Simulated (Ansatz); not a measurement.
A run of Ansatz 0.2.0 is set up as follows.

The input input.yaml:

```yaml
crystal:
  lattice:
    - [0.0, 3.059, 3.059]
    - [3.059, 0.0, 3.059]
    - [3.059, 3.059, 0.0]
  atoms:
    - { symbol: Sb, position: [0.75, 0.75, 0.75] }
    - { symbol: Ga, position: [0.0, 0.0, 0.0] }
hamiltonian:
  xc: revpbe
  pseudopotentials: { kind: paw }
kpoints:
  mp_grid: { grid: [8, 8, 8] }
  band_path:
    path:
      - [[0.0, 0.0, 0.0], [0.5, 0.0, 0.5], [0.5, 0.25, 0.75], [0.375, 0.375, 0.75], [0.0, 0.0, 0.0], [0.5, 0.5, 0.5], [0.625, 0.25, 0.625], [0.5, 0.25, 0.75], [0.5, 0.5, 0.5], [0.375, 0.375, 0.75]]
      - [[0.625, 0.25, 0.625], [0.5, 0.0, 0.5]]
    npoints: 14
scf:
  occupations: { method: fermi_dirac, width: 0.05 }
  n_extra_bands: 6
output:
  forces: true
  stress: true
  eigenvalues: true
  fatbands: false
  write_density: true
  write_potential: true
  elf: true
  volumetric_format: npy
```

Potentials or basis: Ansatz PAW.

Command:

```bash
$ ansatz run input.yaml --threads 2 --pin off --max-ram 5632MiB --backend cpu --events-out ev --progress --plain --runs-dir out
```

Problem. Predict the band gap along the path.

Solution. 0.11 eV, direct.

Problem. Estimate the band gap on the k mesh.

Solution. 0.11 eV, direct.

Levels at the corners of the path, in eV from the valence-band top:
```csv
point,band 12,band 13,band 14,band 15,band 16,band 17
Γ,0.00,0.00,0.00,0.11,2.80,2.80
X,-6.77,-2.56,-2.56,0.97,1.33,8.75
W,-6.64,-3.33,-3.10,3.72,4.40,4.45
K,-6.59,-3.58,-2.18,1.47,3.93,6.67
Γ,0.00,0.00,0.00,0.11,2.80,2.80
L,-6.33,-1.15,-1.15,0.47,3.78,3.78
U,-6.59,-3.58,-2.18,1.47,3.93,6.67
W,-6.64,-3.33,-3.10,3.72,4.40,4.45
L,-6.33,-1.15,-1.15,0.47,3.78,3.78
K,-6.59,-3.58,-2.18,1.47,3.93,6.67
U,-6.59,-3.58,-2.18,1.47,3.93,6.67
X,-6.77,-2.56,-2.56,0.97,1.33,8.75
```

Caveat: spin-orbit coupling is left out, which moves the levels of the heavy elements.

**The experiment to reproduce.**

A printed reference work, data compilation reports, for a bulk crystal of GaSb at 4.2 K: band gap 0.811 eV (direct).

Measured gap of GaSb: 0.811 eV (direct; 4.2 K; a printed reference work, data compilation). This calculation gives 0.11 eV (-0.70 eV). Spin-orbit coupling on Ga, Sb is left out. The value is that of revPBE, without temperature or zero-point motion. Semilocal functionals fall short of measured gaps as a rule.
